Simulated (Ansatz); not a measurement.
# Nickel, hcp under RPBE: from relaxation to bulk modulus, part 2 of 2

Aim: take nickel in the hcp structure, relax it, solve it on a dense k-mesh, then scale the cell to 7 volumes from 88 to 112 % of the relaxed one and try a fit of the equation of state. Spin polarisation is left out, though the real metal is magnetic, so this state lies above the ground state. The k-meshes are 14×14×8 for the relaxation; 24×24×13 for the dense run; 16×16×9 for the volumes.

Ansatz 0.2.0; DFT, RPBE, plane waves (420 eV) with PAW, scalar-relativistic. Earlier steps stand in the parts before.

## (6) Equation of state: 96 %

This is Ni in the hcp structure; at room conditions it is fcc.

Input file input.yaml:

```yaml
crystal:
  lattice:
    - [2.4727340508, 0.0, 0.0]
    - [-1.2363670254, 2.1414505048, 0.0]
    - [0.0, 0.0, 4.0646867471]
  atoms:
    - { symbol: Ni, position: [0.3333333333, 0.6666666667, 0.25] }
    - { symbol: Ni, position: [0.6666666667, 0.3333333333, 0.75] }
hamiltonian:
  xc: rpbe
  pseudopotentials:
    kind: paw
    azcp:
      Ni: "pseudopotentials/Ni.paw.azcp"
basis:
  ecutwfc: 420
  fft_grid_basis: typed
kpoints:
  mp_grid: { grid: [16, 16, 9], shift: [0, 0, 0] }
magnetization:
  spin_polarized: false
scf:
  occupations: { method: fermi_dirac, width: 0.1 }
  lower_state_search: "off"
output:
  stress: true
```

Output (excerpt; [...] marks lines left out):

```text
Warning: RAYON_NUM_THREADS=2 ignored (pool sized by the plan → 2); use --threads N
[...]
Pseudopotentials: kind: paw
Pseudopotential: Ni, paw, valence charge 18, recommended cutoff 420 eV (normal), <dir>
Functional definition: RPBE
[...]
Crystal: 2 atoms, lattice volume = 21.523 Å³
Basis set: ecut = 420 eV, 391 PW (Γ)
Bands: 22, of which v1, the nominal top of the filled ones, is band 18 counted from 1 (17 counted from 0)
Symmetry: 24 space group operations
Space group: P63/mmc (ITA 194), of the structure as read, at distance tolerance 2.8e-5 Å
k-points: 150 of 2304
[...]
SCF iter   1: F=—  HF=-11689.385210 eV  |F-HF|=—  |Δ(HF+E_count)|=         —  Δρ=9.49e-3  dr2=7.92e-3  ethr=1.77e-3  ⟨swp⟩=4.6  Hψ=12056  notcnv=0
[...]
SCF iter   6: F=-11689.384462 eV  HF=-11689.384462 eV  |F-HF|=2.15e-9  |Δ(HF+E_count)|=   1.14e-7  Δρ=5.04e-6  dr2=1.77e-9  ethr=2.78e-10  ⟨swp⟩=4.1  Hψ=12240  notcnv=0
[...]
SCF converged after 6 iterations
Free energy (F): -11689.384462 eV
[...]
E sigma→0 (E₀):  -11689.289690 eV
Entropy (-TS):   -0.189544 eV (-94.772 meV/atom)
Fermi energy:    18.422747 eV
[...]
--- Stress (GPa, compression-positive) ---
        8.148385       0.000000       0.000000
        0.000000       8.148385       0.000000
        0.000000       0.000000       8.142553
  P = ⅓ Tr σ = 8.1464 GPa (81.464 kbar)
```

Run time: 1.4 s. Hardware: 2 threads of Arm Neoverse V2, shared host; peak memory 0.33 GiB.

## (7) Equation of state: 100 %

Edit input.yaml of step 6 so:

```diff
@@ -2,5 +2,5 @@
   lattice:
-    - [2.4727340508, 0.0, 0.0]
-    - [-1.2363670254, 2.1414505048, 0.0]
-    - [0.0, 0.0, 4.0646867471]
+    - [2.5066113297, 0.0, 0.0]
+    - [-1.2533056649, 2.1707890889, 0.0]
+    - [0.0, 0.0, 4.1203743074]
   atoms:
```

Output (excerpt; [...] marks lines left out):

```text
Warning: RAYON_NUM_THREADS=2 ignored (pool sized by the plan → 2); use --threads N
[...]
Pseudopotentials: kind: paw
Pseudopotential: Ni, paw, valence charge 18, recommended cutoff 420 eV (normal), <dir>
Functional definition: RPBE
[...]
Crystal: 2 atoms, lattice volume = 22.420 Å³
Basis set: ecut = 420 eV, 427 PW (Γ)
Bands: 22, of which v1, the nominal top of the filled ones, is band 18 counted from 1 (17 counted from 0)
Symmetry: 24 space group operations
Space group: P63/mmc (ITA 194), of the structure as read, at distance tolerance 2.8e-5 Å
k-points: 150 of 2304
[...]
SCF iter   1: F=—  HF=-11689.407202 eV  |F-HF|=—  |Δ(HF+E_count)|=         —  Δρ=9.22e-3  dr2=7.73e-3  ethr=1.77e-3  ⟨swp⟩=4.5  Hψ=12044  notcnv=0
[...]
SCF iter   6: F=-11689.406433 eV  HF=-11689.406433 eV  |F-HF|=2.77e-9  |Δ(HF+E_count)|=   1.10e-7  Δρ=5.28e-6  dr2=2.20e-9  ethr=2.78e-10  ⟨swp⟩=4.1  Hψ=12251  notcnv=0
[...]
SCF converged after 6 iterations
Free energy (F): -11689.406433 eV
[...]
E sigma→0 (E₀):  -11689.309043 eV
Entropy (-TS):   -0.194780 eV (-97.390 meV/atom)
Fermi energy:    17.496309 eV
[...]
--- Stress (GPa, compression-positive) ---
        0.035614      -0.000000       0.000000
       -0.000000       0.035614       0.000000
        0.000000       0.000000       0.000735
  P = ⅓ Tr σ = 0.0240 GPa (0.240 kbar)
```

Run time: 1.4 s. Hardware: 2 threads of Arm Neoverse V2, shared host; peak memory 0.33 GiB.

## (8) Equation of state: 104 %

Edit input.yaml of step 7 so:

```diff
@@ -2,5 +2,5 @@
   lattice:
-    - [2.5066113297, 0.0, 0.0]
-    - [-1.2533056649, 2.1707890889, 0.0]
-    - [0.0, 0.0, 4.1203743074]
+    - [2.5395968404, 0.0, 0.0]
+    - [-1.2697984202, 2.1993553792, 0.0]
+    - [0.0, 0.0, 4.1745959768]
   atoms:
```

Output (excerpt; [...] marks lines left out):

```text
Warning: RAYON_NUM_THREADS=2 ignored (pool sized by the plan → 2); use --threads N
[...]
Pseudopotentials: kind: paw
Pseudopotential: Ni, paw, valence charge 18, recommended cutoff 420 eV (normal), <dir>
Functional definition: RPBE
[...]
Crystal: 2 atoms, lattice volume = 23.317 Å³
Basis set: ecut = 420 eV, 463 PW (Γ)
Bands: 22, of which v1, the nominal top of the filled ones, is band 18 counted from 1 (17 counted from 0)
Symmetry: 24 space group operations
Space group: P63/mmc (ITA 194), of the structure as read, at distance tolerance 2.9e-5 Å
k-points: 150 of 2304
[...]
SCF iter   1: F=—  HF=-11689.388690 eV  |F-HF|=—  |Δ(HF+E_count)|=         —  Δρ=8.94e-3  dr2=7.64e-3  ethr=1.77e-3  ⟨swp⟩=4.4  Hψ=12040  notcnv=0
[...]
SCF iter   6: F=-11689.387934 eV  HF=-11689.387934 eV  |F-HF|=3.53e-9  |Δ(HF+E_count)|=   1.03e-7  Δρ=5.55e-6  dr2=2.69e-9  ethr=2.78e-10  ⟨swp⟩=4.1  Hψ=12376  notcnv=0
[...]
SCF converged after 6 iterations
Free energy (F): -11689.387934 eV
[...]
E sigma→0 (E₀):  -11689.288026 eV
Entropy (-TS):   -0.199817 eV (-99.909 meV/atom)
Fermi energy:    16.642148 eV
[...]
--- Stress (GPa, compression-positive) ---
       -6.362619      -0.000000       0.000000
       -0.000000      -6.362619       0.000000
        0.000000       0.000000      -6.421160
  P = ⅓ Tr σ = -6.3821 GPa (-63.821 kbar)
```

Wall time 1.5 s (2 threads of Arm Neoverse V2, shared host); peak memory 0.33 GiB.

## (9) Equation of state: 108 %

Edit input.yaml of step 8 so:

```diff
@@ -2,5 +2,5 @@
   lattice:
-    - [2.5395968404, 0.0, 0.0]
-    - [-1.2697984202, 2.1993553792, 0.0]
-    - [0.0, 0.0, 4.1745959768]
+    - [2.5717470489, 0.0, 0.0]
+    - [-1.2858735244, 2.2271982764, 0.0]
+    - [0.0, 0.0, 4.2274445742]
   atoms:
```

Output (excerpt; [...] marks lines left out):

```text
Warning: RAYON_NUM_THREADS=2 ignored (pool sized by the plan → 2); use --threads N
[...]
Pseudopotentials: kind: paw
Pseudopotential: Ni, paw, valence charge 18, recommended cutoff 420 eV (normal), <dir>
Functional definition: RPBE
[...]
Crystal: 2 atoms, lattice volume = 24.214 Å³
Basis set: ecut = 420 eV, 465 PW (Γ)
Bands: 22, of which v1, the nominal top of the filled ones, is band 18 counted from 1 (17 counted from 0)
Symmetry: 24 space group operations
Space group: P63/mmc (ITA 194), of the structure as read, at distance tolerance 2.9e-5 Å
k-points: 150 of 2304
[...]
SCF iter   1: F=—  HF=-11689.338279 eV  |F-HF|=—  |Δ(HF+E_count)|=         —  Δρ=8.58e-3  dr2=7.56e-3  ethr=1.77e-3  ⟨swp⟩=4.4  Hψ=11989  notcnv=0
[...]
SCF iter   6: F=-11689.337543 eV  HF=-11689.337543 eV  |F-HF|=4.93e-9  |Δ(HF+E_count)|=   1.03e-7  Δρ=5.91e-6  dr2=3.37e-9  ethr=2.78e-10  ⟨swp⟩=4.4  Hψ=12650  notcnv=0
[...]
SCF converged after 6 iterations
Free energy (F): -11689.337543 eV
[...]
E sigma→0 (E₀):  -11689.235203 eV
Entropy (-TS):   -0.204680 eV (-102.340 meV/atom)
Fermi energy:    15.852309 eV
[...]
--- Stress (GPa, compression-positive) ---
      -11.396233       0.000000       0.000000
        0.000000     -11.396233      -0.000000
        0.000000      -0.000000     -11.474484
  P = ⅓ Tr σ = -11.4223 GPa (-114.223 kbar)
```

It took 1.5 s on 2 threads of Arm Neoverse V2, shared host; peak memory 0.33 GiB.

## (10) Equation of state: 112 %

Edit input.yaml of step 9 so:

```diff
@@ -2,5 +2,5 @@
   lattice:
-    - [2.5717470489, 0.0, 0.0]
-    - [-1.2858735244, 2.2271982764, 0.0]
-    - [0.0, 0.0, 4.2274445742]
+    - [2.603112909, 0.0, 0.0]
+    - [-1.3015564545, 2.2543619081, 0.0]
+    - [0.0, 0.0, 4.2790038577]
   atoms:
```

Output (excerpt; [...] marks lines left out):

```text
Warning: RAYON_NUM_THREADS=2 ignored (pool sized by the plan → 2); use --threads N
[...]
Pseudopotentials: kind: paw
Pseudopotential: Ni, paw, valence charge 18, recommended cutoff 420 eV (normal), <dir>
Functional definition: RPBE
[...]
Crystal: 2 atoms, lattice volume = 25.111 Å³
Basis set: ecut = 420 eV, 525 PW (Γ)
Bands: 22, of which v1, the nominal top of the filled ones, is band 18 counted from 1 (17 counted from 0)
Symmetry: 24 space group operations
Space group: P63/mmc (ITA 194), of the structure as read, at distance tolerance 2.9e-5 Å
k-points: 150 of 2304
[...]
SCF iter   1: F=—  HF=-11689.262757 eV  |F-HF|=—  |Δ(HF+E_count)|=         —  Δρ=8.21e-3  dr2=7.50e-3  ethr=1.77e-3  ⟨swp⟩=4.3  Hψ=11958  notcnv=0
[...]
SCF iter   6: F=-11689.262097 eV  HF=-11689.262097 eV  |F-HF|=5.66e-9  |Δ(HF+E_count)|=   1.01e-7  Δρ=5.94e-6  dr2=3.51e-9  ethr=2.78e-10  ⟨swp⟩=4.7  Hψ=12901  notcnv=0
[...]
SCF converged after 6 iterations
Free energy (F): -11689.262097 eV
[...]
E sigma→0 (E₀):  -11689.157403 eV
Entropy (-TS):   -0.209388 eV (-104.694 meV/atom)
Fermi energy:    15.119937 eV
[...]
--- Stress (GPa, compression-positive) ---
      -15.342659      -0.000000      -0.000000
        0.000000     -15.342659      -0.000000
       -0.000000      -0.000000     -15.436327
  P = ⅓ Tr σ = -15.3739 GPa (-153.739 kbar)
```

Run time: 1.5 s. Hardware: 2 threads of Arm Neoverse V2, shared host; peak memory 0.34 GiB.

## (11) Fitting the volumes

All volumes keep the relaxed shape and fractional coordinates.

```tsv
V (Å³/atom)	E − E₀ (meV/atom)	P from the stress (GPa)	P from the fit (GPa)
9.865	112.7	31.50	31.00
10.313	45.0	18.44	17.93
10.762	9.7	8.15	7.66
11.210	0.0	0.02	-0.43
11.659	10.5	-6.38	-6.82
12.107	36.9	-11.42	-11.85
12.555	75.8	-15.37	-15.81
```

Fit (Birch-Murnaghan, third order): V₀ = 11.183 Å³/atom, B₀ = 181 GPa, B₀′ = 4.9, largest residual 0.02 meV/atom.

The fit is made to E(σ → 0), while the stress belongs to the free energy F; that is one source of the offset between the two pressures.

## (12) Results

The summary covers parts 1 to 2.

| quantity | value |
| --- | --- |
| space group (spins left aside) | P6_3/mmc (No. 194) |
| conventional cell | a = 2.507 Å, c = 4.120 Å (c/a = 1.644) |
| volume | 11.210 Å³/atom |
| shortest distance | 2.507 Å |
| gap on the mesh | none (levels filled in part) |
| relative to fcc, ferromagnetic | +82 meV/atom |
| V₀, B₀, B₀′ | 11.183 Å³/atom, 181 GPa, 4.9 |

From the guessed start the volume grew by 2.5 % in 7 steps. It lies 82 meV/atom above the element's reference form at the same level (fcc, ferromagnetic, from a run of its own); part of this is magnetic energy, as this run has no moments. No gap shows: it is a metal or semimetal at this level. The fitted modulus is 181 GPa; letting shape and positions relax at each volume could only lower it. Relaxation kept the symmetry; phonons were not checked.
